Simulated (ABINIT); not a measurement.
A run of ABINIT 10.8.3 (patched build) is set up as follows.

run.abi

```
# Pseudopotentials
pp_dirpath "./"
pseudos "C.upf"

# Structure
acell 4.7660140852 4.7660140852 4.7660140852
rprim
     0.0000000000     0.7071067812     0.7071067812
     0.7071067812     0.0000000000     0.7071067812
     0.7071067812     0.7071067812     0.0000000000
ntypat 1
znucl 6
natom 2
typat 1 1
chkprim 0
chksymtnons 0
tolsym 1.0e-6
xred
            3/4            3/4            3/4
            1/2            1/2            1/2

# Plane-wave basis
ecut 1115.666836 eV
ecutsm 0.5

# k points
kptopt 1
ngkpt 10 10 10
nshiftk 1
shiftk 0.0 0.0 0.0

# Exchange and correlation
ixc -116133

# Bands and occupations
nband 8
occopt 3
tsmear 0.05 eV

# SCF cycle
nstep 80
tolvrs 1.0e-12

# Output
iomode 3
prteig 0
prtebands 0
prtwf 0
prtden 0

# Relaxation
ionmov 2
optcell 2
ntime 50
tolmxf 2.0e-5
dilatmx 1.08
```

Potentials or basis: PseudoDojo NC SR PBEsol v0.4.1 standard.

Launch:

```bash
$ abinit run.abi > log 2>&1
```

Task: Predict the relaxed volume.

Result: 5.63 Å³/atom.

Task: What does it give for the space group after relaxing (to 0.05 Å)?

Result: Fd-3m (No. 227).

Step by step:
| step | energy change (eV) | largest force (eV/Å) | pressure (GPa) | volume (Å³) |
| --- | --- | --- | --- | --- |
| 1 | 0.0000 | 0.0000 | -3.04 | 11.34 |
| 2 | -0.0006 | 0.0000 | 1.12 | 11.24 |
| 3 | -0.0007 | 0.0000 | -0.01 | 11.27 |
| 4 | -0.0007 | 0.0000 | 0.00 | 11.27 |

The cell as given is a measured one (5.67 Å³/atom); PBEsol puts the equilibrium volume -0.7 % from it, thermal expansion not counted.
